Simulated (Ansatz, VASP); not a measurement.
## One calculation of Si, two programs

```
CELL_PARAMETERS angstrom
3.84720 0.00000 0.00000
-1.92360 3.33177 0.00000
0.00000 0.00000 18.44470
ATOMIC_POSITIONS crystal
Si 0.33333 0.66667 0.26958
Si 0.66667 0.33333 0.24397
Si 0.44444 0.55556 0.58254
Si 0.77778 0.22222 0.55693
```

Alike in both runs: task single point; functional PBE; dispersion D3(BJ); k mesh 9 × 9 × 1; occupations gaussian, width 0.1 eV; no spin polarisation.

```csv
,VASP,Ansatz
version,VASP 6.6.1,Ansatz 0.2.0
potentials or method,"VASP PAW PBE potentials, release 64 (Si)","scalar-relativistic, plane waves, PAW"
plane-wave cutoff (eV),520,420
valence electrons in the cell,16,16
```

|  | VASP | Ansatz | Ansatz less VASP |
| --- | --- | --- | --- |
| gap on the k mesh at the Fermi level (eV) | 0.10 | 0.10 | 0.000 |
| least direct gap on the mesh (eV) | 0.10 | 0.10 | 0.000 |
| rms of the force components (eV/Å) | 0.018 | 0.019 | +0.0010 |

Atom by atom the forces differ by 0.004 eV/Å (rms over components).
